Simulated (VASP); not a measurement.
Runs of VASP 6.6.1 on KF. Symmetry: I4mm, No. 107, tetragonal system. Conventional cell: a = 3.737 Å, b = 3.737 Å, c = 5.462 Å, α = 90.00°, β = 90.00°, γ = 90.00°. K (site symmetry 4mm) has 1 F at 2.22 Å as nearest neighbours. Around F (site symmetry 4mm) lie 1 K at 2.22 Å. The cell was built by a generator and needn't be a form met in nature.

```tsv
task	cell	k mesh	cutoff (eV)	smearing	gap on the mesh (eV)	pressure (GPa)	relaxed volume (Å³/atom)
relaxation of cell and atoms	relaxed	6 × 6 × 6	600	gaussian 0.1 eV	5.96	0.1	19.83
single point	Fm-3m, 19.91 Å³/atom	8 × 8 × 8	520	gaussian 0.02 eV	5.95	0.0	-
single point	I4mm, 19.79 Å³/atom	6 × 6 × 6	520	gaussian 0.1 eV	(a)	0.2	-
relaxation of cell and atoms	relaxed	8 × 8 × 8	600	gaussian 0.02 eV	5.95	0.0	(b)
```

Alike in all rows: level PBE; potentials or basis VASP PAW PBE potentials, release 64 (K_sv, F); no spin polarisation.

Problem. Fill in the values left out.

Solution. (a) 5.98; (b) 19.91.

A k mesh can miss the band edges.
